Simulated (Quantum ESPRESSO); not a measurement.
The system is Si2W.

```
W Si
1.0
    -1.60690    1.60690    3.91495
     1.60690   -1.60690    3.91495
     1.60690    1.60690   -3.91495
W Si
1 2
Direct
  0.00000 0.00000 0.00000
  0.66530 0.66530 0.00000
  0.33470 0.33470 0.00000
```

Base run:

- Program: Quantum ESPRESSO 7.5
- Functional: PBE
- Potentials or basis: SSSP 1.3 efficiency PBE
- Cutoff: 748 eV
- Density cutoff: 5987 eV
- k mesh: 12 × 12 × 12
- Occupations: fermi-dirac, width 0.05 eV
- Spin: no spin polarisation

Its results: band gap on the k mesh none (metal or under the smearing width); pressure 3.4 GPa; largest force 0.081 eV/Å.

Q: After a change of settings the same cell gave: band gap on the k mesh none (metal or under the smearing width); pressure -5.6 GPa; largest force 0.044 eV/Å. Which change was it?
A. functional from PBE to LDA; potentials or basis from SSSP 1.3 efficiency PBE to GBRV 1.5 LDA; cutoff from 748 eV to 762 eV; density cutoff from 5987 eV to 6095 eV
B. functional from PBE to PBEsol; potentials or basis from SSSP 1.3 efficiency PBE to GBRV 1.5 PBEsol; cutoff from 748 eV to 762 eV; density cutoff from 5987 eV to 6095 eV
C. potentials or basis from SSSP 1.3 efficiency PBE to GBRV 1.5 PBE; cutoff from 748 eV to 612 eV; density cutoff from 5987 eV to 4898 eV; k mesh from 12 × 12 × 12 to 9 × 9 × 9

A: A.

Not every run made on this cell is shown here.
